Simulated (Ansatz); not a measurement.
How settings move the G0W0 gap of NaH (Fm-3m)

NaH (started from an entry of an open crystallographic database) with hydrogen sites as listed, relaxed with r2SCAN; one-shot G0W0 in Ansatz without spin-orbit coupling. Calculated for a static, non-magnetic cell.

```cif
data_structure
_symmetry_space_group_name_H-M 'Fm-3m'
_symmetry_Int_Tables_number 225
_cell_length_a 4.7950
_cell_length_b 4.7950
_cell_length_c 4.7950
_cell_angle_alpha 90.000
_cell_angle_beta 90.000
_cell_angle_gamma 90.000
_cell_volume 110.25
loop_
_atom_site_label
_atom_site_type_symbol
_atom_site_symmetry_multiplicity
_atom_site_Wyckoff_symbol
_atom_site_fract_x
_atom_site_fract_y
_atom_site_fract_z
_atom_site_occupancy
Na1 Na 4 a 0.00000 0.00000 0.00000 1
H1 H 4 b 0.50000 0.00000 0.00000 1
```

Gaps are read over the mesh points alone. G0W0 here is at a finite number of bands, screening cutoff and k mesh, not at the basis limit.
```csv
start,potentials,frequency model,mesh,empty bands,screening cutoff (eV),Kohn-Sham gap (eV),G0W0 gap (eV)
PBE,PAW,contour deformation,6×6×6,62,100,3.85,5.98
PBE,PAW,contour deformation,6×6×6,151,180,3.85,6.07
PBE,PAW,contour deformation,6×6×6,293,260,3.85,6.11
HSE06,PAW,contour deformation,6×6×6,151,180,4.90,6.78
r2SCAN,PAW,contour deformation,6×6×6,151,180,4.44,6.54
PBE0,PAW,contour deformation,6×6×6,151,180,5.62,7.06
PBE,PAW,Godby-Needs pole,6×6×6,151,180,3.85,6.10
PBE,PAW,contour deformation,8×8×8,44,80,3.80,5.88
PBE,norm-conserving,contour deformation,6×6×6,151,180,3.85,6.05
```

G0W0 moves the gap on the mesh from 3.85 eV (PBE) to 6.11 eV (k = (1/6, -1/2, -1/3) to L). Renormalisation factors Z lie between 0.66 and 0.82.

Raising bands and cutoff together moves the gap by +0.09 eV (100 to 180 eV), then +0.04 eV (180 to 260 eV); the last step is still large, so the basis limit isn't reached. Starting from HSE06 (4.90 eV against PBE's 3.85 eV) gives 6.78 eV, +0.71 eV from G0W0@PBE at the same screening cutoff. Starting from r2SCAN (4.44 eV against PBE's 3.85 eV) gives 6.54 eV, +0.47 eV from G0W0@PBE at the same screening cutoff. Starting from PBE0 (5.62 eV against PBE's 3.85 eV) gives 7.06 eV, +0.99 eV from G0W0@PBE at the same screening cutoff. The Godby-Needs plasmon pole differs from contour deformation by +0.03 eV. Norm-conserving potentials (wave cutoff 1197 eV against 420 eV) shift the quasiparticle gap by -0.02 eV and the PBE gap by 0.00 eV. r2SCAN runs take a wave cutoff of 500 eV.

Coordinates of k points refer to the reciprocal vectors of the primitive cell of the runs.
